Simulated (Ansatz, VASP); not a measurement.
## Two plane-wave programs on SnSe2

File INCAR:

```
SYSTEM = SnSe2
ALGO     = Normal         ! electronic algorithm
EDIFF    = 1E-7           ! SCF threshold, eV
ENCUT    = 520            ! plane-wave cutoff, eV
GGA      = PS             ! functional
ISIF     = 2              ! what is computed and relaxed
ISMEAR   = 0              ! smearing method
LASPH    = .True.         ! aspherical terms in the spheres
LCHARG   = .False.        ! write CHGCAR
LREAL    = .False.        ! projectors in reciprocal space
LWAVE    = .False.        ! write WAVECAR
NBANDS   = 20             ! bands
NELM     = 100            ! most SCF steps
PREC     = Accurate       ! precision mode
SIGMA    = 0.05           ! smearing width, eV
```

KPOINTS

```
k-points
0
Gamma
  9 9 6
  0 0 0
```

The input POSCAR:

```
SnSe2
1.0
    3.5862871595      0.0000000000      0.0000000000
   -1.7931435797      3.1058157854      0.0000000000
    0.0000000000      0.0000000000      6.9301657311
Sn Se
1 2
Direct
    0.0000000000      0.0000000000      0.0000000000
    0.3333333333      0.6666666667      0.2500000000
    0.6666666667      0.3333333333      0.7500000000
```

Input for Ansatz:

```yaml
crystal:
  lattice:
    - [3.5862871595, 0.0, 0.0]
    - [-1.7931435797, 3.1058157854, 0.0]
    - [0.0, 0.0, 6.9301657311]
  atoms:
    - { symbol: Sn, position: [0.0, 0.0, 0.0] }
    - { symbol: Se, position: [0.3333333333, 0.6666666667, 0.25] }
    - { symbol: Se, position: [0.6666666667, 0.3333333333, 0.75] }
basis:
  ecutwfc: 420
kpoints:
  mp_grid: { grid: [9, 9, 6] }
hamiltonian:
  xc: pbesol
scf:
  occupations: { method: gaussian, width: 0.05 }
output:
  forces: true
  stress: true
  eigenvalues: true
```

Alike in both runs: task single point; functional PBEsol; k mesh 9 × 9 × 6; occupations gaussian, width 0.05 eV; no spin polarisation.

|  | VASP | Ansatz |
| --- | --- | --- |
| version | VASP 6.6.1 | Ansatz 0.2.0 |
| potentials or method | VASP PAW PBE potentials, release 64 (Sn_d, Se) | scalar-relativistic, plane waves, PAW |
| plane-wave cutoff (eV) | 520 | 420 |
| valence electrons in the cell | 26 | 46 |

```tsv
	VASP	Ansatz	Ansatz less VASP
gap on the k mesh at the Fermi level (eV)	none	none	-
pressure (GPa)	2.9	2.8	-0.11
largest component of the traceless stress (GPa)	8.04	8.07	+0.034
rms of the force components (eV/Å)	0.285	0.296	+0.0110
```

Atom by atom the forces differ by 0.011 eV/Å (rms over components). A gap of «none» marks a metal or a gap that the smearing closes. The two sets of potentials don't hold the same shells in valence.

Caveats: the PAW data sets were made with another functional, which shifts forces and pressure a little (VASP); the cell's inner coordinates are idealised or old, which leaves forces on the atoms; this functional lacks dispersion, which binds the layers, so the pressure and a relaxed spacing across them are unreliable.
